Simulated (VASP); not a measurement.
A calculation with VASP 6.6.1 of CdS (ASE script, structure typed inline):

File run.py:

```python
from ase import Atoms
from ase.calculators.vasp import Vasp
from ase.dft.bandgap import bandgap

atoms = Atoms(
    ['Cd', 'Cd', 'S', 'S'],
    cell=[[3.898436, 0.0, 0.0], [0.0, 5.511492, 0.0], [0.0, 0.0, 3.898104]],
    scaled_positions=[[0.0, 0.0, 0.756974], [0.5, 0.5, 0.243026], [0.0, 0.5, 0.744837], [0.5, 0.0, 0.255163]],
    pbc=True,
)
calc = Vasp(
    directory='calc',
    xc='pbe',
    pp='PBE',
    setups='materialsproject',
    prec='Accurate',
    encut=520,
    ediff=1e-06,
    ismear=0,
    sigma=0.1,
    lreal=False,
    lasph=True,
    nelm=60,
    algo='Fast',
    isif=2,
    lwave=False,
    lcharg=False,
    kpts=[7, 5, 7],
    gamma=True,
)
atoms.calc = calc

print('energy (eV):', atoms.get_potential_energy())
print('free energy (eV):', atoms.get_potential_energy(force_consistent=True))
print('forces (eV/A):')
print(atoms.get_forces())
print('stress (eV/A^3, Voigt):', atoms.get_stress())
print('Fermi level (eV):', calc.get_fermi_level())
gap, top, bottom = bandgap(calc)
print('band gap (eV):', gap, 'from (spin, k, band)', top, 'to', bottom)
```

Potentials or basis: VASP PAW PBE potentials, release 64 (Cd, S).

Command:

```console
$ python run.py
```

The cell comes from a database or a generator and needn't be the stable form of this composition.

Task: Write the same calculation in another form: native input, structure from a POSCAR.

Result: As run:

INCAR

```
ALGO     = Normal         # electronic algorithm
EDIFF    = 1E-7           # SCF threshold, eV
ENCUT    = 520            # plane-wave cutoff, eV
GGA      = PE             # functional
ISIF     = 2              # what is computed and relaxed
ISMEAR   = 0              # smearing method
LASPH    = True           # aspherical terms in the spheres
LCHARG   = False          # write CHGCAR
LREAL    = False          # projectors in reciprocal space
LWAVE    = False          # write WAVECAR
NBANDS   = 26             # bands
NELM     = 80             # most SCF steps
PREC     = Accurate       # precision mode
SIGMA    = 0.1            # smearing width, eV
```

Contents of KPOINTS:

```
k-points
0
Gamma
  7 5 7
```

The input POSCAR:

```
CdS
1.0
    3.8984360000      0.0000000000      0.0000000000
    0.0000000000      5.5114920000      0.0000000000
    0.0000000000      0.0000000000      3.8981040000
Cd S
2 2
Direct
    0.0000000000      0.0000000000      0.7569740000
    0.5000000000      0.5000000000      0.2430260000
    0.0000000000      0.5000000000      0.7448370000
    0.5000000000      0.0000000000      0.2551630000
```

Potentials or basis: VASP PAW PBE potentials, release 64 (Cd, S).

Run with:

```console
$ cat potpaw_PBE.64/Cd/POTCAR potpaw_PBE.64/S/POTCAR > POTCAR
$ mpirun -np 1 vasp_std > vasp.out
```

Both were run:

|  | ASE script, structure typed inline | native input, structure from a POSCAR |
| --- | --- | --- |
| Pressure | -0.3 GPa | -0.3 GPa |
| Largest force | 0.026 eV/Å | 0.026 eV/Å |
| Band gap on the k mesh | 0.25 eV | 0.25 eV |

Keys that steer only the numerical path or the files written may differ.

Caveat: an odd mesh through Γ misses points on the zone boundary, where band edges often lie.
